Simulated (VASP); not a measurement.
# TaS2 (P-3m1) in VASP: further runs

Runs on TaS2. Level: PBE. Tasks: single point, relaxation of cell and atoms.

Program: VASP 6.6.1. These are calculated values, not measurements. Logs are shortened: lines on timing, memory, paths and dates and some standing lists are left out, and cuts for length are marked.

## 1. The crystal as given

It takes space group P-3m1 (No. 164, trigonal). Conventional cell: a = 3.350 Å, b = 3.350 Å, c = 5.860 Å, α = 90.00°, β = 90.00°, γ = 120.00°. Around Ta (site symmetry -3m) lie 6 S at 2.43 Å. S (site symmetry 3m) has 3 Ta at 2.43 Å as nearest neighbours.

## 2. Single point, PBE

Contents of INCAR:

```
ALGO = Fast ; EDIFF = 1E-7
ENCUT = 520 ; GGA = PE
ISIF = 2 ; ISMEAR = 0
LASPH = T ; LCHARG = F
LREAL = F ; LWAVE = F
NBANDS = 18 ; NELM = 60
PREC = Accurate ; SIGMA = 0.011
```

Contents of KPOINTS:

```
k-points
0
Gamma
  9 9 5
```

Contents of POSCAR:

```
TaS2
1.0
    3.3500000000      0.0000000000      0.0000000000
   -1.6750000000      2.9011851027      0.0000000000
    0.0000000000      0.0000000000      5.8600000000
Ta S
1 2
Direct
    0.0000000000      0.0000000000      0.0000000000
    0.6666666667      0.3333333333      0.7500000000
    0.3333333333      0.6666666667      0.2500000000
```

Potentials or basis: VASP PAW PBE potentials, release 64 (Ta_pv, S).

Launch:

```sh
cat potpaw_PBE.64/Ta_pv/POTCAR potpaw_PBE.64/S/POTCAR > POTCAR
mpirun -np 1 vasp_std > vasp.out
```

OUTCAR:

```text
EDIFF = 1E-7
   ENCUT = 520
   GGA = PE
   ISIF = 2
   ISMEAR = 0
   LASPH = T
   LREAL = F
   NELM = 60
   PREC = Accurate

 ion  position               nearest neighbor table
   1  0.000  0.000  0.000-   2 2.43   3 2.43   2 2.43   3 2.43   2 2.43   3 2.43
   2  0.667  0.333  0.750-   1 2.43   1 2.43   1 2.43
   3  0.333  0.667  0.250-   1 2.43   1 2.43   1 2.43

  LATTYP: Found a hexagonal cell.
 ALAT       =     3.3500000000
 C/A-ratio  =     1.7492537313

  Lattice vectors:

 A1 = (   3.3500000000,   0.0000000000,   0.0000000000)
 A2 = (  -1.6750000000,   2.9011851027,   0.0000000000)
 A3 = (   0.0000000000,   0.0000000000,   5.8600000000)

Analysis of symmetry for initial positions (statically):
=====================================================================
 Subroutine PRICEL returns:
 Original cell was already a primitive cell.

 Routine SETGRP: Setting up the symmetry group for a
 hexagonal supercell.

 Subroutine GETGRP returns: Found 12 space group operations
 (whereof 12 operations were pure point group operations)
 out of a pool of 24 trial point group operations.

The static configuration has the point symmetry D_3d.

Analysis of symmetry for dynamics (positions and initial velocities):
=====================================================================
 Subroutine PRICEL returns:
 Original cell was already a primitive cell.

 Routine SETGRP: Setting up the symmetry group for a
 hexagonal supercell.

 Subroutine GETGRP returns: Found 12 space group operations
 (whereof 12 operations were pure point group operations)
 out of a pool of 24 trial point group operations.

The dynamic configuration has the point symmetry D_3d.

 Subroutine INISYM returns: Found 12 space group operations
 (whereof 12 operations are pure point group operations),
 and found     1 'primitive' translations

----------------------------------------------------------------------------------------

                                     Primitive cell

  volume of cell :      56.9532

  direct lattice vectors                    reciprocal lattice vectors
     3.350000000  0.000000000  0.000000000     0.298507463  0.172343364  0.000000000
    -1.675000000  2.901185103  0.000000000     0.000000000  0.344686728  0.000000000
     0.000000000  0.000000000  5.860000000     0.000000000  0.000000000  0.170648464

  length of vectors
     3.350000000  3.350000000  5.860000000     0.344686728  0.344686728  0.170648464

  position of ions in fractional coordinates (direct lattice)
     0.000000000  0.000000000  0.000000000
     0.666666667  0.333333333  0.750000000
     0.333333333  0.666666667  0.250000000

  ion indices of the primitive-cell ions
   primitive index   ion index
                 1           1
                 2           2
                 3           3

----------------------------------------------------------------------------------------

 KPOINTS: k-points

Automatic generation of k-mesh.
 Grid dimensions read from file:
 generate k-points for:    9    9    5

 Generating k-lattice:

  Cartesian coordinates                     Fractional coordinates (reciprocal lattice)
     0.033167496  0.019149263  0.000000000     0.111111111 -0.000000000  0.000000000
     0.000000000  0.038298525  0.000000000     0.000000000  0.111111111  0.000000000
     0.000000000  0.000000000  0.034129693     0.000000000  0.000000000  0.200000000

  Length of vectors
     0.038298525  0.038298525  0.034129693

  Shift w.r.t. Gamma in fractional coordinates (k-lattice)
     0.000000000  0.000000000  0.000000000

 Subroutine IBZKPT returns following result:
 ===========================================

 Found     50 irreducible k-points:

 Following reciprocal coordinates:
            Coordinates               Weight
  0.000000  0.000000  0.000000      1.000000
  0.111111  0.000000  0.000000      6.000000
  0.222222  0.000000  0.000000      6.000000
  0.333333  0.000000  0.000000      6.000000
  0.444444  0.000000  0.000000      6.000000
  0.111111  0.111111  0.000000      6.000000
[... 42 lines left out ...]
 -0.222222 -0.444444  0.400000     12.000000
  0.333333  0.333333  0.400000      4.000000
   k-points           NKPTS =     50   k-points in BZ     NKDIM =     50   number of bands    NBANDS=     18
   number of dos      NEDOS =    301   number of ions     NIONS =      3
   total plane-waves  NPLWV =  37632
   dimension x,y,z NGX =    28 NGY =   28 NGZ =   48
   dimension x,y,z NGXF=    56 NGYF=   56 NGZF=   96
   ions per type =               1   2
   NGX,Y,Z   is equivalent  to a cutoff of  13.90, 13.90, 13.62 a.u.
   NGXF,Y,Z  is equivalent  to a cutoff of  27.79, 27.79, 27.23 a.u.
 SYSTEM =  unknown system
   PREC   = accura    normal or accurate (medium, high low for compatibility)
   ISTART =      0    job   : 0-new  1-cont  2-samecut
   ICHARG =      2    charge: 1-file 2-atom 10-const
   ISPIN  =      1    spin polarized calculation?
   LNONCOLLINEAR =      F non collinear calculations
   LSORBIT =      F    spin-orbit coupling
   LASPH  =      T    aspherical Exc in radial PAW
   ENCUT  =  520.0 eV  38.22 Ry    6.18 a.u.   6.23  6.23 10.90*2*pi/ulx,y,z
   NELM   =     60;   NELMIN=  2; NELMDL= -5     # of ELM steps
   EDIFF  = 0.1E-06   stopping-criterion for ELM
   LREAL  =      F    real-space projection
   EDIFFG = 0.1E-05   stopping-criterion for IOM
   NSW    =      0    number of steps for IOM
   IBRION =     -1    ionic relax: 0-MD 1-quasi-New 2-CG
   NFREE  =      0    steps in history (QN), initial steepest desc. (CG)
   ISIF   =      2    stress and relaxation
   ISYM   =      2    0-nonsym 1-usesym 2-fastsym
   POTIM  = 0.5000    time-step for ionic-motion
   TEBEG  =    0.0;   TEEND  =   0.0 temperature during run
   PSTRESS=    0.0 pullay stress
   NELECT =      23.0000    total number of electrons
   NUPDOWN=      -1.0000    fix difference up-down
   EMIN   =  10.00;   EMAX   =-10.00  energy-range for DOS
   EFERMI =   0.00;   METHOD = LEGACY
   ISMEAR =     0;   SIGMA  =   0.01  broadening in eV -4-tet -1-fermi 0-gaus
   EFERMI_NEDOS =   21; number of points for ismear=-14 and -15
   IALGO  =     68    algorithm
   IMIX   =      4    mixing-type and parameters
     AMIX     =   0.40;   BMIX     =  1.00
     AMIX_MAG =   1.60;   BMIX_MAG =  1.00
  volume/ion in A,a.u.               =      18.98       128.11
  Fermi-wavevector in a.u.,A,eV,Ry     =   1.210073  2.286706 19.922686  1.464276
  Thomas-Fermi vector in A             =   2.345631
   LORBIT       =      0    0 simple, 1 ext, 2 COOP (PROOUT), +10 PAW based schemes
   GGA     = PE    functional components
   LHFCALC =     F    Hartree Fock is set to
   AEXX    =    0.0000 exact exchange contribution
   IVDW    =     0    specifies the selected vdW correction
   LEPSILON=     F    determine dielectric tensor
   LRPA    =     F    only Hartree local field effects (RPA)
 non-spin polarized calculation
 RMM-DIIS sequential band-by-band and
 Gauss-broadening in eV      SIGMA  =   0.01
  energy-cutoff  :      520.00
  volume of cell :       56.95
 maximum number of plane-waves:      1569
 NGX is ok and might be reduce to    28
   NGX = 13   NGY = 13   NGZ = 21

 number of electron      22.9999999 magnetization

 Free energy of the ion-electron system (eV)
  ---------------------------------------------------
  ext. energy  EPLUGINS =         0.00000000
  ---------------------------------------------------
  free energy    TOTEN  =       -23.01245583 eV

  energy without entropy =      -23.01225164  energy(sigma->0) =      -23.01235373

 E-fermi :   5.6683     XC(G=0): -10.5171

 val. band max:        5.6628468789   @ k =   0.2222   0.1111   0.0000
 cond. band min:       5.6712815492   @ k =   0.0000   0.0000   0.4000
 fundamental gap:      0.0084346703
 Fermi energy:         5.6682550009

 k-point     1 :       0.0000    0.0000    0.0000
  band No.  band energies     occupation
      1     -29.6022      2.00000
      2     -29.5814      2.00000
      3     -29.5814      2.00000
      4      -9.4865      2.00000
      5      -7.4016      2.00000
      6      -1.3252      2.00000
[... 10 lines left out ...]
     17      10.8928      0.00000
     18      11.2595      0.00000

 k-point     2 :       0.1111    0.0000    0.0000
  band No.  band energies     occupation
      1     -29.6175      2.00000
      2     -29.5952      2.00000
      3     -29.5895      2.00000
      4      -9.2938      2.00000
      5      -7.4115      2.00000
      6      -1.0956      2.00000
[... 10 lines left out ...]
     17      11.8560      0.00000
     18      12.0452      0.00000

 k-point     3 :       0.2222    0.0000    0.0000
  band No.  band energies     occupation
      1     -29.7078      2.00000
      2     -29.6102      2.00000
      3     -29.5776      2.00000
      4      -8.7719      2.00000
      5      -7.4331      2.00000
      6      -0.4849      2.00000
[... 10 lines left out ...]
     17      12.7908      0.00000
     18      13.2909      0.00000

 k-point     4 :       0.3333    0.0000    0.0000
  band No.  band energies     occupation
      1     -29.8085      2.00000
      2     -29.6336      2.00000
      3     -29.5574      2.00000
      4      -8.1282      2.00000
      5      -7.4056      2.00000
      6      -0.3050      2.00000
[... 711 lines left out ...]
      4      -8.0764      2.00000
      5      -7.4522      2.00000
      6      -0.5706      2.00000
[... 10 lines left out ...]
     17      11.4540      0.00000
     18      11.6159      0.00000

 k-point    39 :       0.4444    0.0000    0.4000
  band No.  band energies     occupation
      1     -29.8730      2.00000
      2     -29.6489      2.00000
      3     -29.5443      2.00000
      4      -7.8656      2.00000
      5      -7.0956      2.00000
      6      -1.2468      2.00000
[... 10 lines left out ...]
     17      11.3479      0.00000
     18      12.2462      0.00000

 k-point    40 :       0.0000    0.4444    0.4000
  band No.  band energies     occupation
      1     -29.8730      2.00000
      2     -29.6489      2.00000
      3     -29.5443      2.00000
      4      -7.9076      2.00000
      5      -7.0313      2.00000
      6      -1.3047      2.00000
[... 10 lines left out ...]
     17      11.0444      0.00000
     18      11.5214      0.00000

 [... further k-points ...]

------------------------ aborting loop because EDIFF is reached ----------------------------------------

  FORCE on cell =-STRESS in cart. coord.  units (eV):
  Direction    XX          YY          ZZ          XY          YZ          ZX
  --------------------------------------------------------------------------------------
  -------------------------------------------------------------------------------------
  Total        2.6341801      2.6341801      4.4833399      0.0000000      0.0000000      0.0000000
  in kB       74.1034072     74.1034072    126.1230265      0.0000000      0.0000000      0.0000000
  external PRESSURE =      91.4432803 kB  Pullay stress =       0.0000000 kB

 VOLUME and BASIS-vectors are now :
 -----------------------------------------------------------------------------
  energy-cutoff  :      520.00
  volume of cell :       56.95
      direct lattice vectors                 reciprocal lattice vectors
     3.350000000  0.000000000  0.000000000     0.298507463  0.172343364  0.000000000
    -1.675000000  2.901185103  0.000000000     0.000000000  0.344686728  0.000000000
     0.000000000  0.000000000  5.860000000     0.000000000  0.000000000  0.170648464

 POSITION                                       TOTAL-FORCE (eV/Angst)
 -----------------------------------------------------------------------------------
      0.00000      0.00000      0.00000         0.000000      0.000000     -0.000000
      1.67500      0.96706      4.39500        -0.000000      0.000000     -1.267571
     -0.00000      1.93412      1.46500         0.000000      0.000000      1.267571
 -----------------------------------------------------------------------------------
    total drift:                               -0.000000     -0.000000     -0.000000

  FREE ENERGIE OF THE ION-ELECTRON SYSTEM (eV)
  ---------------------------------------------------
  free  energy   TOTEN  =       -23.0124558296 eV

  energy  without entropy=      -23.0122516392  energy(sigma->0) =      -23.01235373
```

Wall time 68 s (1 thread of Intel Xeon Platinum 8488C (Sapphire Rapids), shared host); peak memory 0.21 GiB.

What came out:

```
Free energy            : -23.0125 eV
Pressure               : 9.1 GPa
Largest force          : 1.268 eV/Å
Band gap on the k mesh : none (metal or under the smearing width)
```

Forces on the atoms (eV/Å):
```
Ta   0.000  0.000  0.000
S    0.000  0.000 -1.268
S    0.000  0.000  1.268
```

Caveat: this functional lacks dispersion, which binds the layers, so the pressure and a relaxed spacing across them are unreliable; forces of over 1 eV/Å show positions far from the minimum, so gaps and moduli don't describe the material at rest.

## 3. Relaxation of cell and atoms, PBE

Contents of INCAR:

```
PREC = Accurate
ENCUT = 600
EDIFF = 1E-7
ISMEAR = -1
SIGMA = 0.05
LREAL = False
LASPH = True
NELM = 60
ALGO = Fast
ISIF = 3
LWAVE = False
LCHARG = False
GGA = PE
IBRION = 2
NSW = 60
EDIFFG = -0.01
```

Contents of KPOINTS:

```
regular mesh
0
Gamma
  9 9 5
```

POSCAR is that of step 2.

Potentials or basis: VASP PAW PBE potentials, release 64 (Ta_pv, S).

Launch:

```sh
cat potpaw_PBE.64/Ta_pv/POTCAR potpaw_PBE.64/S/POTCAR > POTCAR
mpirun -np 1 vasp_std > vasp.out
```

Run time: 15 min. Hardware: 1 thread of Intel Xeon Platinum 8488C (Sapphire Rapids), shared host; peak memory 0.23 GiB.

It converged, with:

- Free energy: -23.1665 eV
- Relaxed volume: 21.72 Å³/atom
- Relaxed cell: a = 3.376 Å, b = 3.376 Å, c = 6.602 Å, α = 90.00°, β = 90.00°, γ = 120.00°
- Space group after relaxing (to 0.05 Å): P-3m1 (No. 164)
- Energy gained by relaxing: 48.2 meV/atom
- Ionic steps: 28
- Pressure after relaxing: 0.0 GPa
- Largest force after relaxing: 0.006 eV/Å
- Band gap on the k mesh: none (metal or under the smearing width)

Forces in eV/Å, atoms in the order of the input:
```
Ta   0.000  0.000  0.000
S    0.000  0.000  0.006
S    0.000  0.000 -0.006
```

Step by step:
```csv
step,energy change (eV),largest force (eV/Å),pressure (GPa),volume (Å³)
1,0.0000,1.2421,9.19,56.95
2,0.2435,1.9109,-12.49,66.39
3,-0.1157,0.0928,-0.57,60.14
4,-0.1159,0.0471,-0.25,60.01
5,-0.1159,0.0246,-0.09,59.95
6,-0.1222,0.0850,0.13,59.87
7,-0.1241,0.1403,0.32,59.79
8,-0.1267,0.1403,0.19,60.12
9,-0.1328,0.1409,-0.19,61.12
10,-0.1396,0.1326,-0.77,63.13
11,-0.1413,0.0323,-0.10,63.09
12,-0.1416,0.0188,0.24,63.08
13,-0.1416,0.0255,0.29,63.07
14,-0.1420,0.0285,0.34,63.19
15,-0.1427,0.0376,0.50,63.53
16,-0.1428,0.0594,0.85,64.20
17,-0.1430,0.0522,0.72,63.94
18,-0.1434,0.0255,0.55,64.13
19,-0.1440,0.0501,0.05,64.71
20,-0.1440,0.0542,0.03,64.73
21,-0.1441,0.0494,0.01,64.79
22,-0.1444,0.0357,-0.04,64.96
23,-0.1445,0.0087,-0.14,65.30
24,-0.1446,0.0177,-0.10,65.19
25,-0.1446,0.0018,0.04,65.15
26,-0.1446,0.0014,0.02,65.15
27,-0.1446,0.0007,0.02,65.16
28,-0.1446,0.0061,0.03,65.17
```

Final structure:
```xyz
3
Lattice="3.3760 0.0000 0.0000 -1.6880 2.9237 0.0000 0.0000 0.0000 6.6024" Properties=species:S:1:pos:R:3 pbc="T T T"
Ta    0.0000    0.0000    0.0000
S     1.6880    0.9746    5.0669
S     0.0000    1.9491    1.5354
```

Levels at points of the mesh, in eV from the Fermi level:
```tsv
k point	band 9	band 10	band 11	band 12	band 13	band 14
(0.00, 0.00, 0.00)	-1.90	-0.68	-0.68	0.18	0.18	0.19
```

Caveat: this functional lacks dispersion, which binds the layers, so the pressure and a relaxed spacing across them are unreliable; the volume moved by +14 % from the deposited cell, more than functionals usually miss.

[end of part 1 of 2]
